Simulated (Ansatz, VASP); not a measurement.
## SiC (SiC (F-43m)): VASP beside Ansatz

One calculation is typed for both programs; each brings its own data sets. How far apart do they land? The cell is taken from a series of runs on this material, whose earlier steps may have relaxed, scaled, displaced or heated it; both programs get it as it stands.

Main program and level: Ansatz 0.2.0; plane waves, with VASP 6.6.1 beside it; single point at HSE06.

## Step 1: Starting point

Symmetry: F-43m, No. 216, cubic system. The conventional cell has a = 4.329 Å, b = 4.329 Å, c = 4.329 Å, α = 90.00°, β = 90.00°, γ = 90.00°. Nearest to Si lie 4 C at 1.87 Å. Nearest to C lie 4 Si at 1.87 Å. Farther neighbours are not listed.

Coordinates:

```cif
data_structure
_symmetry_space_group_name_H-M 'F-43m'
_symmetry_Int_Tables_number 216
_cell_length_a 4.3290
_cell_length_b 4.3290
_cell_length_c 4.3290
_cell_angle_alpha 90.000
_cell_angle_beta 90.000
_cell_angle_gamma 90.000
_cell_volume 81.12
loop_
_atom_site_label
_atom_site_type_symbol
_atom_site_symmetry_multiplicity
_atom_site_Wyckoff_symbol
_atom_site_fract_x
_atom_site_fract_y
_atom_site_fract_z
_atom_site_occupancy
Si1 Si 4 a 0.00000 0.00000 0.00000 1
C1 C 4 d 0.25000 0.25000 0.75000 1
```

## Step 2: VASP: single point, HSE06

With cell and atoms fixed, the geometry can't cause a difference; cores, projectors, grids and the points listed under the comparison can.

Lines of VASP's logs that name or quote its potential files are left out, and so is its time.

The run reads the wave functions of an earlier VASP run, which isn't shown here.

INCAR reads:

```
SYSTEM = SiC
PREC = Accurate
ENCUT = 520
EDIFF = 1E-06
NELM = 100
ISMEAR = -1
SIGMA = 0.01
LREAL = .FALSE.
ALGO = Normal
LHFCALC = .TRUE.
AEXX = 0.25
GGA = PE
HFSCREEN = 0.208
LASPH = .TRUE.
NBANDS = 24
PRECFOCK = Fast
LORBIT = 11
LWAVE = .FALSE.
LCHARG = .FALSE.
ISIF = 2
```

POSCAR reads:

```
SiC
1.0
    4.3289727350      0.0000000000      0.0000000000
    0.0000000000      0.0000000000     -4.3289727350
    0.0000000000      4.3289727350      0.0000000000
Si C
4 4
Direct
    0.0000000000      0.0000000000      0.0000000000
    0.0000000000      0.5000000000      0.5000000000
    0.5000000000      0.0000000000      0.5000000000
    0.5000000000      0.5000000000      0.0000000000
    0.2500000000      0.2500000000      0.7500000000
    0.2500000000      0.7500000000      0.2500000000
    0.7500000000      0.2500000000      0.2500000000
    0.7500000000      0.7500000000      0.7500000000
```

KPOINTS reads:

```
Automatic mesh
0
Gamma
2 2 2
0 0 0
```

Potentials, in the order of the species: Si and C (PBE family, release 64).

Started as:

```
export OMP_NUM_THREADS=3
mpirun -np 1 vasp_std
```

Numbers of over 12 decimals in the logs are rounded to 6 here.

Output:

```text
[banner, memory and clock lines left out]
running    1 mpi-ranks, on    1 nodes
 distrk:  each k-point on    1 cores,    1 groups
 distr:  one band on    1 cores,    1 groups
 Offloading initialized ...    1 GPUs detected
 POSCAR found type information on POSCAR SiC
 POSCAR found :  2 types and       8 ions
 LDA part: xc-table for (Slater+PW92), standard interpolation
 found WAVECAR, reading the header
 POSCAR, INCAR and KPOINTS ok, starting setup
 FFT: planning ... GRIDC
 FFT: planning ... GRID_SOFT
 FFT: planning ... GRID
 reading WAVECAR
 the WAVECAR file was read successfully
 initial charge from wavefunction
 entering main loop
       N       E                     dE             d eps       ncg     rms          rms(c)
DAV:   1    -0.693003146008E+02   -0.69300E+02   -0.11407E+00   192   0.665E+00    0.550E+00
DAV:   2    -0.693079810919E+02   -0.76665E-02   -0.34202E-02   224   0.103E+00    0.390E+00
DAV:   3    -0.693059665131E+02    0.20146E-02   -0.97757E-04   232   0.194E-01    0.229E+00
DAV:   4    -0.693052573127E+02    0.70920E-03   -0.31544E-04   216   0.955E-02    0.131E+00
DAV:   5    -0.693050321290E+02    0.22518E-03   -0.10525E-04   224   0.555E-02    0.744E-01
DAV:   6    -0.693049624548E+02    0.69674E-04   -0.26020E-05   224   0.297E-02    0.423E-01
DAV:   7    -0.693049382899E+02    0.24165E-04   -0.81460E-06   224   0.181E-02    0.240E-01
DAV:   8    -0.693049307979E+02    0.74920E-05   -0.23539E-06   160   0.106E-02    0.138E-01
DAV:   9    -0.693049287095E+02    0.20884E-05   -0.11141E-06   144   0.782E-03    0.781E-02
DAV:  10    -0.693049284364E+02    0.27305E-06   -0.21235E-07   136   0.363E-03
   1 F= -.69304928E+02 E0= -.69304928E+02  d E =-.164147E-13
```

From OUTCAR (step 2):

```text
ion  position               nearest neighbor table
   1  0.000  0.000  0.000-   5 1.87   6 1.87   7 1.87   8 1.87   3 3.06   4 3.06   2 3.06   2 3.06
                             3 3.06   2 3.06   4 3.06   2 3.06   3 3.06   4 3.06   3 3.06   4 3.06
   2  0.000  0.500  0.500-   5 1.87   6 1.87   7 1.87   8 1.87   3 3.06   4 3.06   1 3.06   1 3.06
                             4 3.06   1 3.06   3 3.06   1 3.06   3 3.06   4 3.06   4 3.06   3 3.06
   3  0.500  0.000  0.500-   5 1.87   6 1.87   7 1.87   8 1.87   2 3.06   4 3.06   1 3.06   1 3.06
                             4 3.06   2 3.06   4 3.06   4 3.06   1 3.06   2 3.06   1 3.06   2 3.06
   4  0.500  0.500  0.000-   5 1.87   6 1.87   7 1.87   8 1.87   2 3.06   3 3.06   1 3.06   2 3.06
                             3 3.06   1 3.06   3 3.06   3 3.06   1 3.06   2 3.06   2 3.06   1 3.06
   5  0.250  0.250  0.750-   1 1.87   2 1.87   3 1.87   4 1.87
   6  0.250  0.750  0.250-   1 1.87   2 1.87   3 1.87   4 1.87
   7  0.750  0.250  0.250-   1 1.87   2 1.87   3 1.87   4 1.87
   8  0.750  0.750  0.750-   1 1.87   2 1.87   3 1.87   4 1.87

  LATTYP: Found a simple cubic cell.
 ALAT       =     4.3289727350

 Subroutine GETGRP returns: Found 24 space group operations
 (whereof 24 operations were pure point group operations)

The static configuration has the point symmetry T_d .

 Found      4 irreducible k-points:

   k-points           NKPTS =      4   k-points in BZ     NKDIM =      8   number of bands    NBANDS=     24

   dimension x,y,z NGX =    32 NGY =   32 NGZ =   32
   dimension x,y,z NGXF=    64 NGYF=   64 NGZF=   64

   ENCUT  =  520.0 eV  38.22 Ry    6.18 a.u.   8.05  8.05  8.05*2*pi/ulx,y,z

   NELECT =      32.0000    total number of electrons

 k-points in reciprocal lattice and weights: Automatic mesh
   0.00000000  0.00000000  0.00000000       0.125
   0.50000000  0.00000000  0.00000000       0.375
   0.50000000  0.50000000  0.00000000       0.375
   0.50000000  0.50000000  0.50000000       0.125

  exchange ACFDT corr.  =         0.00000000  see jH, gK, PRB 81, 115126

 average (electrostatic) potential at core
       1 -76.4446       2 -76.4446       3 -76.4446       4 -76.4446       5 -40.5245
       6 -40.5245       7 -40.5245       8 -40.5245

 E-fermi :   8.0321

 k-point     1 :       0.0000    0.0000    0.0000
  band No.  band energies     occupation
    ...
     12       4.1836      2.00000
     13       4.1836      2.00000
     14       7.7292      2.00000
     15       7.7292      2.00000
     16       7.7292      2.00000
     17       9.9630      0.00000
     18       9.9630      0.00000
     19       9.9630      0.00000
     20      13.1983      0.00000
     21      13.1983      0.00000
    ...

 k-point     2 :       0.5000    0.0000    0.0000
  band No.  band energies     occupation
    ...
     12       4.0757      2.00000
     13       5.5895      2.00000
     14       5.5895      2.00000
     15       5.5895      2.00000
     16       5.5895      2.00000
     17      12.9324      0.00000
     18      12.9324      0.00000
     19      14.1083      0.00000
     20      14.1083      0.00000
     21      15.3729      0.00000
    ...

 k-point     3 :       0.5000    0.5000    0.0000
  band No.  band energies     occupation
    ...
     12       2.9595      2.00000
     13       6.4293      2.00000
     14       6.4293      2.00000
     15       6.4293      2.00000
     16       6.4293      2.00000
     17      14.5069      0.00000
     18      14.5069      0.00000
     19      14.5069      0.00000
     20      14.5069      0.00000
     21      18.0910      0.00000
    ...

  Total        1.4745950      1.4745950      1.4745950     -0.0000000     -0.0000000      0.0000000
  in kB       29.1225098     29.1225098     29.1225098     -0.0000000     -0.0000000      0.0000000
  external PRESSURE =      29.1225098 kB  Pullay stress =       0.0000000 kB

  energy-cutoff  :      520.00
  volume of cell :       81.12
      direct lattice vectors                 reciprocal lattice vectors
     4.328972735  0.000000000  0.000000000     0.231001686 -0.000000000  0.000000000
     0.000000000  0.000000000 -4.328972735     0.000000000  0.000000000 -0.231001686
     0.000000000  4.328972735  0.000000000    -0.000000000  0.231001686  0.000000000

 POSITION                                       TOTAL-FORCE (eV/Angst)
 -----------------------------------------------------------------------------------
      0.00000      0.00000      0.00000        -0.000000      0.000000     -0.000000
      0.00000      2.16449     -2.16449         0.000000      0.000000     -0.000000
      2.16449      2.16449      0.00000        -0.000000     -0.000000      0.000000
      2.16449      0.00000     -2.16449        -0.000000      0.000000      0.000000
      1.08224      3.24673     -1.08224         0.000000     -0.000000      0.000000
      1.08224      1.08224     -3.24673         0.000000     -0.000000     -0.000000
      3.24673      1.08224     -1.08224         0.000000     -0.000000     -0.000000
      3.24673      3.24673     -3.24673         0.000000      0.000000      0.000000
 -----------------------------------------------------------------------------------
    total drift:                                0.000009     -0.000012      0.000036

  FREE ENERGIE OF THE ION-ELECTRON SYSTEM (eV)
  ---------------------------------------------------
  free  energy   TOTEN  =       -69.3049284364 eV

  energy  without entropy=      -69.3049284364  energy(sigma->0) =      -69.30492844

 total charge
# of ion       s       p       d       tot
------------------------------------------
    1        0.712   1.004   0.000   1.717
    2        0.712   1.004   0.000   1.717
    3        0.712   1.004   0.000   1.717
    4        0.712   1.004   0.000   1.717
    5        0.835   1.745   0.000   2.580
    6        0.835   1.745   0.000   2.580
    7        0.835   1.745   0.000   2.580
    8        0.835   1.745   0.000   2.580
--------------------------------------------------
tot          6.189  10.999   0.000  17.187

[... 1 further part left out ...]
```

The run ends at a pressure of 2.91 GPa.

## Step 3: Ansatz: single point, HSE06

Ansatz runs on its default PAW (the set named soft_2) files.

The same cell, functional, mesh and smearing now go to Ansatz.

input.yaml reads:

```yaml
crystal:
  lattice:
    - [4.328972735, 0.0, 0.0]
    - [0.0, 0.0, -4.328972735]
    - [0.0, 4.328972735, 0.0]
  atoms:
    - { symbol: Si, position: [0.0, 0.0, 0.0] }
    - { symbol: Si, position: [0.0, 0.5, 0.5] }
    - { symbol: Si, position: [0.5, 0.0, 0.5] }
    - { symbol: Si, position: [0.5, 0.5, 0.0] }
    - { symbol: C, position: [0.25, 0.25, 0.75] }
    - { symbol: C, position: [0.25, 0.75, 0.25] }
    - { symbol: C, position: [0.75, 0.25, 0.25] }
    - { symbol: C, position: [0.75, 0.75, 0.75] }
basis:
  ecutwfc: 420.0
  ecutrho_ratio: 4
  xc_grid: 2
  fft_grid_basis: typed
  precision: f64
kpoints:
  mp_grid: { grid: [2, 2, 2] }
hamiltonian:
  xc: hse06
  pseudopotentials: { kind: paw }
scf:
  max_iter: 60
  occupations: { method: fermi_dirac, width: 0.01 }
output:
  forces: true
checkpoint:
  write: "../host.relax.run"
  compress: false
  write_wavefunctions: true
  write_every: 100000
```

Started as:

```
ansatz run input.yaml --threads 4 --pin off --max-ram 11304MiB --backend cpu --events-out ev --progress --plain --runs-dir out
```

Output:

```text
exact exchange: scf.exx.singularity resolves to wigner_seitz, which cuts the screened interaction at the faces of the exchange supercell's Wigner-Seitz cell, so that each pair interacts once, at the shortest of its separations (the periodic images that this leaves out come, for a point-like exchange hole, to about 0.028 eV on a filled level). The cut falls within the interaction's reach, and what an exchange supercel [...]
Engine: ansatz 0.2.0, aarch64-unknown-linux-gnu
Pseudopotentials: kind: paw
Pseudopotential: Si, paw, valence charge 4, recommended cutoff 420 eV (normal), Si.paw.azcp
Pseudopotential: C, paw, valence charge 4, recommended cutoff 420 eV (normal), C.paw.azcp
Functional definition: HSE06
  parameter a = 0.25
  parameter omega = 0.11/bohr
  exchange = pbe_x - a*pbe_x_sr(omega) + a*exact_x_sr(omega)
  correlation = pbe_c
Crystal: 8 atoms, lattice volume = 81.125 Å³
Basis set: ecut = 420 eV, 1575 PW (Γ), exchange–correlation on 60×60×60 points (8 copies of the dense FFT grid, shifted against one another)
Bands: 24, of which v1, the nominal top of the filled ones, is band 16 counted from 1 (15 counted from 0)
Symmetry: 96 space group operations
Space group: F-43m (ITA 216), of the structure as read, at distance tolerance 4.3e-5 Å
k-points: 4 of 8
Non-local potential: Si, projectors of the file, l = 0: 2, l = 1: 2, l = 2: 2
Non-local potential: C, projectors of the file, l = 0: 2, l = 1: 2, l = 2: 1
PAW form: soft (Blöchl's): semilocal exchange-correlation on the pseudo side does not see the compensation charge
PAW frozen core: Si, regenerated for the run's functional, and the local potential with it (the file was generated under x = pbe(κ = 0.804, μ = 0.219515), c = pbe(β = 0.066725))
PAW frozen core: C, regenerated for the run's functional, and the local potential with it (the file was generated under x = pbe(κ = 0.804, μ = 0.219515), c = pbe(β = 0.066725))
PAW one-centre angular grid: Si, 110 points (default); XC on 64 Gauss nodes
PAW one-centre angular grid: C, 110 points (default); XC on 64 Gauss nodes
Initial density: superposition of atomic densities (neutral atoms: chi_scale 0, normalization atom), corrected by the library's trained network
Initial wavefunctions: pseudopotential atomic-orbital guess
Functional: x = pbe(κ = 0.804, μ = 0.219515), c = pbe(β = 0.066725), warm-up for x = pbe(κ = 0.804, μ = 0.219515) + 0.25 (exact − pbe) at short range (hse, ω = 0.207870 Å⁻¹), c = pbe(β = 0.066725); HSE06 as pw.x's `hse` composes it (authors' and Libxc's form: `xc: wpbeh`)
SCF iter   1: F=—  HF=-3548.037153 eV  |F-HF|=—  |Δ(HF+E_count)|=         —  Δρ=3.16e-3  dr2=9.32e-3  ethr=1.77e-3  ⟨swp⟩=10.0  Hψ=528  notcnv=0
preconditioner: auto → none  [insulator: Δε(μ)=1.319 eV  Ē_g=12.338 eV  σ=0.010 eV  W_gap=1.00  n_scr=18 (ndim 8)  ℏωp=23.3 eV  f_vac=0.000  D(μ)=0.00/eV (n_scr^D=0)]
iter 2 solved again at ethr=1.24e-6 eV; its pass at ethr=2.91e-5 eV (dr2=3.98e-4 eV) is discarded
SCF iter   2: F=—  HF=-3548.035244 eV  |F-HF|=—  |Δ(HF+E_count)|=   1.91e-3  Δρ=9.58e-4  dr2=4.05e-4  ethr=1.24e-6  ⟨swp⟩=3.5  Hψ=464  notcnv=0  defer=4
SCF iter   3: F=-3548.035368 eV  HF=-3548.035294 eV  |F-HF|=7.43e-5  |Δ(HF+E_count)|=   5.02e-5  Δρ=4.21e-4  dr2=5.49e-5  ethr=1.24e-6  ⟨swp⟩=3.5  Hψ=196  notcnv=0  defer=3
SCF 1 stopped early in 3 iterations: F = -3548.035368 eV  dr2 = 5.49e-5
  greatest PAW one-centre occupation: 0.643 electrons in one spin orbital (limit 2), on the C atom at site 7 (counted from 0), in its partial waves of l = 0
Initial density: handed on by an earlier stage of this run
Initial wavefunctions: those handed on with the density
Functional: x = pbe(κ = 0.804, μ = 0.219515) + 0.25 (exact − pbe) at short range (hse, ω = 0.207870 Å⁻¹), c = pbe(β = 0.066725); HSE06 as pw.x's `hse` composes it (authors' and Libxc's form: `xc: wpbeh`)
Exchange kernel: α = 0.2500, screened, ω = 0.2079 Å⁻¹, Wigner–Seitz truncation, v(0) = 827.3530 eV·Å³, q-mesh 2×2×2, nearest image of the exchange supercell L = 8.66 Å, pair-density grid 24×24×24, without the augmentation charges, whose exchange is taken in its separable form by FFT convolution over the k-point mesh (sized by the pseudopotential files, 30×30×30 at the most), smooth part of the exact exchange by density-matrix convolution
Frozen-core exchange: fock
SCF iter   1: F=—  HF=-3550.676692 eV  |F-HF|=—  |Δ(HF+E_count)|=         —  Δρ=5.84e-3  dr2=1.57e-2  ethr=1.71e-6  ⟨swp⟩=8.0  Hψ=513  notcnv=0
preconditioner: auto → none  [insulator: Δε(μ)=2.173 eV  Ē_g=14.142 eV  σ=0.010 eV  W_gap=1.00  n_scr=18 (ndim 8)  ℏωp=23.3 eV  f_vac=0.000  D(μ)=0.00/eV (n_scr^D=0)]
SCF iter   2: F=—  HF=-3550.670838 eV  |F-HF|=—  |Δ(HF+E_count)|=   5.85e-3  Δρ=2.68e-3  dr2=3.51e-3  ethr=1.71e-6  ⟨swp⟩=3.0  Hψ=276  notcnv=0
SCF iter   3: F=—  HF=-3550.678574 eV  |F-HF|=—  |Δ(HF+E_count)|=   7.74e-3  Δρ=5.88e-4  dr2=2.66e-4  ethr=1.71e-6  ⟨swp⟩=4.5  Hψ=297  notcnv=0  defer=2
SCF iter   4: F=—  HF=-3550.678498 eV  |F-HF|=—  |Δ(HF+E_count)|=   7.67e-5  Δρ=1.71e-4  dr2=3.06e-5  ethr=7.43e-7  ⟨swp⟩=3.0  Hψ=214  notcnv=0
SCF iter   5: F=-3550.678581 eV  HF=-3550.678583 eV  |F-HF|=2.61e-6  |Δ(HF+E_count)|=   8.57e-5  Δρ=9.17e-5  dr2=5.22e-6  ethr=7.09e-8  ⟨swp⟩=4.2  Hψ=258  notcnv=0
SCF 2 stopped early in 5 iterations: F = -3550.678581 eV  dr2 = 5.22e-6
  greatest PAW one-centre occupation: 0.644 electrons in one spin orbital (limit 2), on the C atom at site 7 (counted from 0), in its partial waves of l = 0
hybrid outer 1: dexx = +9.995e-3 eV, tail = 1.98e-5 eV
Exchange kernel: α = 0.2500, screened, ω = 0.2079 Å⁻¹, Wigner–Seitz truncation, v(0) = 827.3530 eV·Å³, q-mesh 2×2×2, nearest image of the exchange supercell L = 8.66 Å, pair-density grid 24×24×24, without the augmentation charges, whose exchange is taken in its separable form by FFT convolution over the k-point mesh (sized by the pseudopotential files, 30×30×30 at the most), smooth part of the exact exchange by density-matrix convolution
Frozen-core exchange: fock
SCF iter   1: F=—  HF=-3550.678506 eV  |F-HF|=—  |Δ(HF+E_count)|=         —  Δρ=2.67e-5  dr2=6.17e-7  ethr=3.09e-7  ⟨swp⟩=5.0  Hψ=235  notcnv=0
preconditioner: auto → none  [insulator: Δε(μ)=2.204 eV  Ē_g=14.149 eV  σ=0.010 eV  W_gap=1.00  n_scr=18 (ndim 8)  ℏωp=23.3 eV  f_vac=0.000  D(μ)=0.00/eV (n_scr^D=0)]
SCF iter   2: F=-3550.678506 eV  HF=-3550.678506 eV  |F-HF|=3.67e-9  |Δ(HF+E_count)|=   3.82e-8  Δρ=7.32e-6  dr2=2.51e-8  ethr=1.35e-9  ⟨swp⟩=3.0  Hψ=207  notcnv=0
SCF 3 converged in 2 iterations: F = -3550.678506 eV  dr2 = 2.51e-8
  Residual-converged pass: ⟨swp⟩=3.0  Hψ=220  notcnv=0  max |occ|·‖R‖ = 5.6e-6 eV (tolerance 6.7e-6 eV)  dr2=2.57e-8  dr2_onsite=1.17e-9  max |Δocc| = 0.0e0
hybrid outer 2: dexx = +1.358e-7 eV, tail = 5.48e-8 eV, Δε = 1.43e-3 eV (about 1.11e-4 eV left of the loop's levels)
hybrid SCF converged: 2 outer / 7 inner (+3 warm-up), last move |dexx| = 1.36e-7 eV, tail = 5.48e-8 eV
Stability not checked: this state was not tested for a lower state beside it, because the functional holds exact exchange (a hybrid, or Hartree-Fock), whose exchange loop this test does not read (fock_operator; see scf.lower_state_search)
Free energy (F): -3550.678506 eV
Frozen-core exchange: fock
Harris-Foulkes:  -3550.678506 eV  (|F-HF|=3.67e-9)
Internal energy: -3550.678506 eV  (E = F + TS)
E sigma→0 (E₀):  -3550.678506 eV
Fermi energy:    10.254248 eV
--- Per-component energies (eV) ---
  E_band       = 84.331356
  E_kinetic    = 549.574659
  E_local      = -410.694643  (includes V_loc(G=0)·N_el)
  E_nonlocal   = 202.763364
  E_hartree    = 129.181297
  E_xc         = -344.044705
  E_vxc        = -354.912859  (∫ρ·V_xc dr)
  E_exx        = -61.337432  (= α·E_x^exact, valence–valence)
  E_paw        = -2469.042332  (= ΣΔE_a)
  E_vpaw       = -38.085477  (= ΣTr[D̂ρ^β])
  E_aug_tail   = 0.000058  (compensation charges beyond the density's cutoff)
  E_ewald      = -1146.773417
  E_core_change = -0.305338  (= ΣΔE_core)
  E_smearing   = -0.000000  (= −TS)
  E_closure    = -0.000017  (closes the sum)
  Σ components = -3550.678506   (vs F -3550.678506, Δ=0.00e0)
--- Forces (eV/Å), atoms counted from 1 ---
  atom   1  Si    -0.00000000    -0.00000000    -0.00000000
  atom   2  Si     0.00000000    -0.00000000     0.00000000
  atom   3  Si     0.00000000    -0.00000000     0.00000000
  atom   4  Si     0.00000000    -0.00000000    -0.00000000
  atom   5  C     -0.00000000    -0.00000000    -0.00000000
  atom   6  C      0.00000000    -0.00000000     0.00000000
  atom   7  C      0.00000000    -0.00000000    -0.00000000
  atom   8  C      0.00000000    -0.00000000    -0.00000000
  max |Σ_I F_I| component: 1.24e-22 eV/Å
--- Band table (eV) ---
  k-point 0: bands = [... 12 lower, 5.6088, 9.1527, 9.1527, 9.1527, 11.3558, 11.3558, 11.3558, 14.5972, ... 1 higher]
  k-point 1: bands = [... 12 lower, 7.0154, 7.0154, 7.0154, 7.0154, 14.3324, 14.3324, 15.4982, 15.4982, ... 1 higher]
  k-point 2: bands = [... 12 lower, 7.8553, 7.8553, 7.8553, 7.8553, 15.9028, 15.9028, 15.9028, 15.9028, ... 1 higher]
  k-point 3: bands = [... 12 lower, 7.9914, 7.9914, 7.9914, 7.9914, 15.9933, 15.9933, 15.9933, 15.9933, ... 1 higher]
  guard bands above this table: 3 of the run's 24 bands. The solve was not asked for them (output.publish_guard_bands: true or output.eigenvalues: true publishes all)
```

The column dr2 measures how far the density is from self-consistency, as an energy; F and HF (Harris–Foulkes) agree once it is small.

## Step 4: Comparison

Known differences besides the potentials themselves: exact exchange at q = 0 is treated differently, which shows on coarse meshes; VASP keeps PBE cores, Ansatz makes them for the functional; the cutoff is 420 eV in Ansatz and 520 eV in VASP; VASP takes a coarser grid for exact exchange (PRECFOCK = Fast). Total energies have different zeros and are not compared.

The two programs side by side:

| quantity | Ansatz | VASP | difference |
| --- | --- | --- | --- |
| gap on the k mesh (eV) | 2.203 | 2.234 | -0.031 |

A gap on the mesh is an upper bound, since the band edges may lie between its points.

## Step 5: Outcome

```json
{
 "difference in gap on the k mesh (single point, HSE06)": "-0.031 eV"
}
```

**Reading.** The difference in gap on the k mesh is -0.031 eV (single point, HSE06), within the 0.08 eV picked in this series as the mark of a large difference. How closely two codes agree says nothing of how well the functional describes the real material.

[Lines on the potential files, build, host, timing and source positions are cut from VASP's logs without a mark.]

[Logs are printed without paths, hosts, clocks, repeated set-up lines and the standing remarks that a program may print on its own settings, such as how far it seeks lower states.]

[Hosts, paths, dates, database ids (printed as entryN), source tags and the programs' standing remarks are cut or masked in the printed files.]
